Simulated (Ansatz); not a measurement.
# TiNi under changes of volume

One of the cells (13.403 Å³/atom); the others are scaled copies at fixed shape and fractional positions:

```xyz
2
Lattice="2.7358 0.0000 0.0000 0.0000 2.7358 0.0000 0.0000 0.0000 3.5814" Properties=species:S:1:pos:R:3 pbc="T T T"
Ni    0.0000    0.0000    0.0000
Ti    1.3679    1.3679    1.7907
```

The cell comes from a database or a generator and needn't be the stable form of this composition.

```yaml
Program: Ansatz 0.2.0
Functional: PBEsol
Potentials_or_basis: Ansatz PAW
Cutoff: "420 eV (not typed: the program's choice for these potentials)"
k_mesh: 10 × 10 × 8
Occupations: fermi-dirac, width 0.05 eV
Spin: collinear spin, ferromagnetic start
Starting_moments: "[1.0, 1.0] μB"
```

```tsv
volume (Å³/atom)	energy over the lowest point (meV/atom)	pressure (GPa)
12.599	3.57	4.1
12.867	0.00	0.3
13.135	2.52	-3.1
13.403	10.51	-6.2
13.671	23.40	-9.0
13.939	?	?
14.207	61.93	-13.7
```

Problem. What does the run at 13.939 Å³/atom give?

Solution. Energy over the lowest point 40.69 meV/atom; pressure -11.5 GPa.

Worked out: A Birch-Murnaghan fit of order 3 (a polynomial in V^(-2/3)) to the other rows has its minimum at 12.88 Å³/atom with B0 = V·E''(V) = 174 GPa and B' = 4.2 at fixed shape and positions, which overstates the stiffness. It gives 40.69 meV/atom at 13.939 Å³/atom, against the run's 40.69, and -dE/dV = -11.6 GPa, against -11.5.

Energies are extrapolated to zero smearing.

Caveats: the PAW data sets come from PBE, with cores solved anew for the run's functional, which leaves a small shift of forces and pressure; the starting moments weren't kept.
